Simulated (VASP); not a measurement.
# W in VASP: single point with PBE

Aim: the single point of W with PBE.

Everything below comes from runs of VASP 6.6.1. Logs are shortened: lines on timing, memory, paths and dates and some standing lists are left out, and cuts for length are marked.

### 1 The structure

The cell holds a slab with vacuum, 4 atoms: a = 3.165 Å, b = 3.165 Å, c = 25.858 Å, α = 90.00°, β = 90.00°, γ = 90.00°.

The cell was built by a generator and needn't be a form met in nature.

### 2 Single point, PBE

Input file INCAR:

```
PREC     = Accurate       # precision mode
ENCUT    = 520            # plane-wave cutoff, eV
EDIFF    = 1E-6           # SCF threshold, eV
ISMEAR   = 1              # smearing method
SIGMA    = 0.1            # smearing width, eV
LREAL    = False          # projectors in reciprocal space
LASPH    = True           # aspherical terms in the spheres
NELM     = 100            # most SCF steps
ALGO     = Fast           # electronic algorithm
ISIF     = 2              # what is computed and relaxed
LWAVE    = False          # write WAVECAR
LCHARG   = False          # write CHGCAR
LDIPOL   = True         
IDIPOL   = 3            
DIPOL    = 0.5 0.5 0.657
GGA      = PE             # functional
NBANDS   = 36             # bands
```

Input file KPOINTS:

```
Automatic mesh
0
Gamma
  16 16 1
```

Input file POSCAR:

```
W
1.0
    3.1646185137      0.0000000000      0.0000000000
    0.0000000000      3.1646185137      0.0000000000
    0.0000000000      0.0000000000     25.8578461265
W
4
Direct
    0.0000000000      0.0000000000      0.5680735063
    0.5000000000      0.5000000000      0.6252581972
    1.0000000000      0.0000000000      0.6905498935
    0.5000000000      0.5000000000      0.7445447954
```

Potentials or basis: VASP PAW PBE potentials, release 64 (W_sv).

Command:

```console
$ cat potpaw_PBE.64/W_sv/POTCAR > POTCAR
$ mpirun -np 1 vasp_std > vasp.out
```

OUTCAR:

```text
PREC = Accurate
   ENCUT = 520
   EDIFF = 1E-6
   ISMEAR = 1
   LREAL = False
   LASPH = True
   NELM = 100
   ISIF = 2
   GGA = PE

 ion  position               nearest neighbor table
   1  0.000  0.000  0.568-   2 2.68   2 2.68   2 2.68   2 2.68   3 3.17
   2  0.500  0.500  0.625-   1 2.68   1 2.68   1 2.68   1 2.68   3 2.80   3 2.80   3 2.80   3 2.80
                             4 3.08
   3  0.000  0.000  0.691-   4 2.64   4 2.64   4 2.64   4 2.64   2 2.80   2 2.80   2 2.80   2 2.80
                             1 3.17
   4  0.500  0.500  0.745-   3 2.64   3 2.64   3 2.64   3 2.64   2 3.08

  LATTYP: Found a simple tetragonal cell.
 ALAT       =     3.1646185137
 C/A-ratio  =     8.1709204489

  Lattice vectors:

 A1 = (   3.1646185137,   0.0000000000,   0.0000000000)
 A2 = (   0.0000000000,   3.1646185137,   0.0000000000)
 A3 = (   0.0000000000,   0.0000000000,  25.8578461265)

Analysis of symmetry for initial positions (statically):
=====================================================================
 Subroutine PRICEL returns:
 Original cell was already a primitive cell.

 Routine SETGRP: Setting up the symmetry group for a
 simple tetragonal supercell.

 Subroutine GETGRP returns: Found  8 space group operations
 (whereof  8 operations were pure point group operations)
 out of a pool of 16 trial point group operations.

The static configuration has the point symmetry C_4v.

Analysis of symmetry for dynamics (positions and initial velocities):
=====================================================================
 Subroutine PRICEL returns:
 Original cell was already a primitive cell.

 Routine SETGRP: Setting up the symmetry group for a
 simple tetragonal supercell.

 Subroutine GETGRP returns: Found  8 space group operations
 (whereof  8 operations were pure point group operations)
 out of a pool of 16 trial point group operations.

The dynamic configuration has the point symmetry C_4v.

 Subroutine INISYM returns: Found  8 space group operations
 (whereof  8 operations are pure point group operations),
 and found     1 'primitive' translations

----------------------------------------------------------------------------------------

                                     Primitive cell

  volume of cell :     258.9614

  direct lattice vectors                    reciprocal lattice vectors
     3.164618514  0.000000000  0.000000000     0.315993854  0.000000000  0.000000000
     0.000000000  3.164618514  0.000000000     0.000000000  0.315993854  0.000000000
     0.000000000  0.000000000 25.857846127     0.000000000  0.000000000  0.038672981

  length of vectors
     3.164618514  3.164618514 25.857846127     0.315993854  0.315993854  0.038672981

  position of ions in fractional coordinates (direct lattice)
     0.000000000  0.000000000  0.568073506
     0.500000000  0.500000000  0.625258197
     0.000000000  0.000000000  0.690549893
     0.500000000  0.500000000  0.744544795

  ion indices of the primitive-cell ions
   primitive index   ion index
                 1           1
                 2           2
                 3           3
                 4           4

----------------------------------------------------------------------------------------

 KPOINTS: Automatic mesh

Automatic generation of k-mesh.
 Grid dimensions read from file:
 generate k-points for:   16   16    1

 Generating k-lattice:

  Cartesian coordinates                     Fractional coordinates (reciprocal lattice)
     0.019749616  0.000000000  0.000000000     0.062500000  0.000000000  0.000000000
     0.000000000  0.019749616  0.000000000     0.000000000  0.062500000  0.000000000
     0.000000000  0.000000000  0.038672981     0.000000000  0.000000000  1.000000000

  Length of vectors
     0.019749616  0.019749616  0.038672981

  Shift w.r.t. Gamma in fractional coordinates (k-lattice)
     0.000000000  0.000000000  0.000000000

 Subroutine IBZKPT returns following result:
 ===========================================

 Found     45 irreducible k-points:

 Following reciprocal coordinates:
            Coordinates               Weight
  0.000000  0.000000  0.000000      1.000000
  0.062500  0.000000  0.000000      4.000000
  0.125000  0.000000  0.000000      4.000000
  0.187500  0.000000  0.000000      4.000000
  0.250000  0.000000  0.000000      4.000000
  0.312500  0.000000  0.000000      4.000000
[... 16 lines left out ...]
  0.437500  0.125000  0.000000      8.000000
  0.500000  0.125000  0.000000      4.000000
 [... further k-points ...]
   k-points           NKPTS =     45   k-points in BZ     NKDIM =     45   number of bands    NBANDS=     36
   number of dos      NEDOS =    301   number of ions     NIONS =      4
   total plane-waves  NPLWV = 110592
   dimension x,y,z NGX =    24 NGY =   24 NGZ =  192
   dimension x,y,z NGXF=    48 NGYF=   48 NGZF=  384
   ions per type =               4
   NGX,Y,Z   is equivalent  to a cutoff of  12.61, 12.61, 12.34 a.u.
   NGXF,Y,Z  is equivalent  to a cutoff of  25.22, 25.22, 24.69 a.u.
 SYSTEM =  unknown system
   PREC   = accura    normal or accurate (medium, high low for compatibility)
   ISTART =      0    job   : 0-new  1-cont  2-samecut
   ICHARG =      2    charge: 1-file 2-atom 10-const
   ISPIN  =      1    spin polarized calculation?
   LNONCOLLINEAR =      F non collinear calculations
   LSORBIT =      F    spin-orbit coupling
   LASPH  =      T    aspherical Exc in radial PAW
   ENCUT  =  520.0 eV  38.22 Ry    6.18 a.u.   5.88  5.88 48.08*2*pi/ulx,y,z
   NELM   =    100;   NELMIN=  2; NELMDL= -5     # of ELM steps
   EDIFF  = 0.1E-05   stopping-criterion for ELM
   LREAL  =      F    real-space projection
   EDIFFG = 0.1E-04   stopping-criterion for IOM
   NSW    =      0    number of steps for IOM
   IBRION =     -1    ionic relax: 0-MD 1-quasi-New 2-CG
   NFREE  =      0    steps in history (QN), initial steepest desc. (CG)
   ISIF   =      2    stress and relaxation
   ISYM   =      2    0-nonsym 1-usesym 2-fastsym
   POTIM  = 0.5000    time-step for ionic-motion
   TEBEG  =    0.0;   TEEND  =   0.0 temperature during run
   PSTRESS=    0.0 pullay stress
   NELECT =      56.0000    total number of electrons
   NUPDOWN=      -1.0000    fix difference up-down
   EMIN   =  10.00;   EMAX   =-10.00  energy-range for DOS
   EFERMI =   0.00;   METHOD = LEGACY
   ISMEAR =     1;   SIGMA  =   0.10  broadening in eV -4-tet -1-fermi 0-gaus
   EFERMI_NEDOS =   21; number of points for ismear=-14 and -15
   IALGO  =     68    algorithm
   IMIX   =      4    mixing-type and parameters
     AMIX     =   0.40;   BMIX     =  1.00
     AMIX_MAG =   1.60;   BMIX_MAG =  1.00
  volume/ion in A,a.u.               =      64.74       436.89
  Fermi-wavevector in a.u.,A,eV,Ry     =   0.982636  1.856912 13.137414  0.965573
  Thomas-Fermi vector in A             =   2.113733
   LORBIT       =      0    0 simple, 1 ext, 2 COOP (PROOUT), +10 PAW based schemes
   GGA     = PE    functional components
   LHFCALC =     F    Hartree Fock is set to
   AEXX    =    0.0000 exact exchange contribution
   IVDW    =     0    specifies the selected vdW correction
   LEPSILON=     F    determine dielectric tensor
   LRPA    =     F    only Hartree local field effects (RPA)
 non-spin polarized calculation
 RMM-DIIS sequential band-by-band and
 Methfessel and Paxton  Order N= 1 SIGMA  =   0.10
  energy-cutoff  :      520.00
  volume of cell :      258.96
 maximum number of plane-waves:      7056
 NGX is ok and might be reduce to    24
   NGX = 11   NGY = 11   NGZ = 97

 dipolmoment           0.000000      0.000000      0.000212 electrons x Angstroem

 number of electron      55.9999996 magnetization

 dipolmoment           0.000000      0.000000     -0.000421 electrons x Angstroem

 Free energy of the ion-electron system (eV)
  ---------------------------------------------------
  ext. energy  EPLUGINS =         0.00000000
  ---------------------------------------------------
  free energy    TOTEN  =       -46.75796428 eV

  energy without entropy =      -46.75600605  energy(sigma->0) =      -46.75731154

 E-fermi :  -0.3070     XC(G=0):  -4.2554

 val. band max:       -0.3104836841   @ k =   0.2500   0.2500   0.0000
 cond. band min:      -0.2962856733   @ k =   0.1250   0.0000   0.0000
 fundamental gap:      0.0141980108
 Fermi energy:        -0.3070146713

 k-point     1 :       0.0000    0.0000    0.0000
  band No.  band energies     occupation
      1     -74.1300      2.00000
      2     -74.0610      2.00000
      3     -73.9561      2.00000
      4     -73.8737      2.00000
      5     -38.5927      2.00000
      6     -38.5484      2.00000
[... 28 lines left out ...]
     35       2.5801      0.00000
     36       3.3441      0.00000

 k-point     2 :       0.0625    0.0000    0.0000
  band No.  band energies     occupation
      1     -74.1277      2.00000
      2     -74.0594      2.00000
      3     -73.9571      2.00000
      4     -73.8753      2.00000
      5     -38.6112      2.00000
      6     -38.5816      2.00000
[... 28 lines left out ...]
     35       2.4014      0.00000
     36       2.8559      0.00000

 k-point     3 :       0.1250    0.0000    0.0000
  band No.  band energies     occupation
      1     -74.1212      2.00000
      2     -74.0546      2.00000
      3     -73.9602      2.00000
      4     -73.8798      2.00000
      5     -38.6688      2.00000
      6     -38.6044      2.00000
[... 28 lines left out ...]
     35       2.2042      0.00000
     36       2.6024      0.00000
[... 742 lines left out ...]
 k-point    23 :       0.4375    0.1250    0.0000
  band No.  band energies     occupation
      1     -74.0463      2.00000
      2     -74.0059      2.00000
      3     -74.0002      2.00000
      4     -73.9304      2.00000
      5     -38.8758      2.00000
      6     -38.8478      2.00000
[... 28 lines left out ...]
     35       3.0148      0.00000
     36       3.1110      0.00000

 k-point    24 :       0.5000    0.1250    0.0000
  band No.  band energies     occupation
      1     -74.0389      2.00000
      2     -74.0112      2.00000
      3     -73.9974      2.00000
      4     -73.9341      2.00000
      5     -38.8817      2.00000
      6     -38.8612      2.00000
[... 28 lines left out ...]
     35       3.0167      0.00000
     36       3.0651      0.00000

 [... further k-points ...]

------------------------ aborting loop because EDIFF is reached ----------------------------------------

 vacuum level on the upper side and lower side of the slab       (xc-potential included)        -0.008        -0.000

  FORCE on cell =-STRESS in cart. coord.  units (eV):
  Direction    XX          YY          ZZ          XY          YZ          ZX
  --------------------------------------------------------------------------------------
  -------------------------------------------------------------------------------------
  Total       -3.1207825     -3.1207825     -1.1353839      0.0000000      0.0000000      0.0000000
  in kB      -19.3080765    -19.3080765     -7.0245457      0.0000000      0.0000000      0.0000000
  external PRESSURE =     -15.2135662 kB  Pullay stress =       0.0000000 kB

 VOLUME and BASIS-vectors are now :
 -----------------------------------------------------------------------------
  energy-cutoff  :      520.00
  volume of cell :      258.96
      direct lattice vectors                 reciprocal lattice vectors
     3.164618514  0.000000000  0.000000000     0.315993854  0.000000000  0.000000000
     0.000000000  3.164618514  0.000000000     0.000000000  0.315993854  0.000000000
     0.000000000  0.000000000 25.857846127     0.000000000  0.000000000  0.038672981

 POSITION                                       TOTAL-FORCE (eV/Angst)
 -----------------------------------------------------------------------------------
      0.00000      0.00000     14.68916        -0.000000     -0.000000      1.010872
      1.58231      1.58231     16.16783        -0.000000      0.000000     -1.266211
      0.00000      0.00000     17.85613         0.000000     -0.000000      0.276500
      1.58231      1.58231     19.25232        -0.000000     -0.000000     -0.021161
 -----------------------------------------------------------------------------------
    total drift:                                0.000000     -0.000000      0.000143

  FREE ENERGIE OF THE ION-ELECTRON SYSTEM (eV)
  ---------------------------------------------------
  free  energy   TOTEN  =       -46.7579642835 eV

  energy  without entropy=      -46.7560060497  energy(sigma->0) =      -46.75731154

 vacuum level on the upper side and lower side of the slab         3.815         3.823
```

It took 9 min on 1 thread of Intel Xeon Platinum 8375C at 2.90GHz (Ice Lake), shared host; peak memory 0.51 GiB.

What came out:

```yaml
Free_energy: -46.7580 eV
Largest_force: 1.266 eV/Å
Band_gap_on_the_k_mesh: none (metal or under the smearing width)
```

Forces in eV/Å, atoms in the order of the input:
```
W    0.000  0.000  1.011
W    0.000  0.000 -1.266
W    0.000  0.000  0.277
W    0.000  0.000 -0.021
```

Levels at points of the mesh, in eV from the Fermi level:
```csv
k point,band 26,band 27,band 28,band 29,band 30,band 31
"(0.00, 0.00, 0.00)",-0.45,-0.34,-0.13,-0.13,-0.08,0.61
"(0.50, 0.00, 0.00)",-0.76,-0.35,-0.31,0.72,1.02,1.68
"(0.50, 0.50, 0.00)",-1.27,1.60,1.60,2.04,2.08,2.65
```

The run has no spin-orbit coupling, so splittings on W are missing.
